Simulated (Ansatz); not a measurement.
Cd:

```
CELL_PARAMETERS angstrom
2.97887 0.00000 0.00000
-1.48944 2.57978 0.00000
0.00000 0.00000 5.61765
ATOMIC_POSITIONS crystal
Cd 0.66667 0.33333 0.75000
Cd 0.33333 0.66667 0.25000
```

Base run:

```yaml
Program: Ansatz 0.2.0
Functional: PBEsol
Potentials_or_basis: all-electron LAPW, scalar-relativistic
Cutoff: 224 eV (chosen from the basis error)
Basis_error_allowed: 0.001 eV/atom
k_mesh: 10 × 10 × 5
Occupations: fermi-dirac, width 0.05 eV
Spin: no spin polarisation
```

Its results: pressure -1.6 GPa.

Q: The run is repeated on the same cell with these changes: functional from PBEsol to PBE. What comes out?

A: Pressure 2.9 GPa.

PBE binds less tightly than PBEsol, so the same cell stands under more pressure.
